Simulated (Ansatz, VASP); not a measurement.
## Two plane-wave programs on MgO

The input INCAR:

```
  ALGO = Normal
  EDIFF = 1E-6
  ENCUT = 520
  GGA = PS
  ISIF = 2
  ISMEAR = 0
  LASPH = T
  LCHARG = F
  LREAL = F
  LWAVE = F
  NBANDS = 11
  NELM = 80
  PREC = Accurate
  SIGMA = 0.05
```

Contents of KPOINTS:

```
k-points
0
Gamma
  14 14 14
```

File POSCAR:

```
MgO
1.0
    2.2691903285      0.0000000000      0.0000000000
    0.0000000000      2.2691903285      0.0000000000
    0.0000000000      0.0000000000      2.2691903285
Mg O
1 1
Direct
    0.0000000000      0.0000000000      0.0000000000
    0.5000000000      0.5000000000      0.5000000000
```

Input for Ansatz:

```yaml
crystal:
  lattice:
    - [2.2691903285, 0.0, 0.0]
    - [0.0, 2.2691903285, 0.0]
    - [0.0, 0.0, 2.2691903285]
  atoms:
    - { symbol: Mg, position: [0.0, 0.0, 0.0] }
    - { symbol: O, position: [0.5, 0.5, 0.5] }
basis:
  ecutwfc: 420
  ecutrho_ratio: 4
kpoints:
  mp_grid: { grid: [14, 14, 14] }
hamiltonian:
  xc: pbesol
scf:
  occupations: { method: gaussian, width: 0.05 }
output:
  forces: true
  stress: true
  eigenvalues: true
```

Alike in both runs: task single point; functional PBEsol; k mesh 14 × 14 × 14; occupations gaussian, width 0.05 eV; no spin polarisation.

```csv
,VASP,Ansatz
version,VASP 6.6.1,Ansatz 0.2.0
potentials or method,"VASP PAW PBE potentials, release 64 (Mg, O)","scalar-relativistic, plane waves, PAW"
plane-wave cutoff (eV),520,420
valence electrons in the cell,8,16
```

Ansatz gave:

- gap on the k mesh at the Fermi level (eV): 6.40
- least direct gap on the mesh (eV): 6.40

Q: Which values does VASP return?

A: gap on the k mesh at the Fermi level (eV): 6.41; least direct gap on the mesh (eV): 6.41.

With one functional, cell and mesh, what is left measures potentials, basis and numerics. The two sets of potentials don't hold the same shells in valence.

 A k mesh can miss the band edges.
